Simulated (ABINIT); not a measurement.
Runs of ABINIT 10.8.3 (patched build) on NaH. Symmetry: Fm-3m, No. 225, cubic system. Conventional cell: a = 4.880 Å, b = 4.880 Å, c = 4.880 Å, α = 90.00°, β = 90.00°, γ = 90.00°. Around Na (site symmetry m-3m) lie 6 H at 2.44 Å. H (site symmetry m-3m) is surrounded by 6 Na at 2.44 Å. 

```csv
task,level,potentials or basis,cutoff (eV),fine-grid cutoff,gap on the mesh (eV),pressure (GPa)
band structure,r2SCAN,JTH PAW PBE v2.0,1306,1959.22 eV,4.61,-1.0
single point,PBEsol,PseudoDojo NC SR PBEsol v0.4.1 standard,1197,-,3.83,-1.2
band structure,TB-mBJ,JTH PAW LDA v2.0,1306,1959.22 eV,(b),-
band structure,PBE,JTH PAW PBE v2.0,1088,1687.11 eV,(a),-0.5
band structure,PBEsol,PseudoDojo NC SR PBEsol v0.4.1 standard,1197,-,3.83,-1.2
```

Alike in all rows: no spin polarisation; cell as given; k mesh 9 × 9 × 9; smearing fermi-dirac 0.05 eV.

Q: Estimate the missing entries.

A: (a) 4.01; (b) 6.74.

Caveats: the mesh misses the band edges, which the band path finds closer together (some runs); the PAW data sets were made with another functional, which shifts forces and pressure a little (some runs); an odd mesh through Γ misses points on the zone boundary, where band edges often lie (some runs); the constant c of TB-mBJ comes from the pseudo density here, which moves gaps by up to 0.3 eV between sets of potentials (some runs).
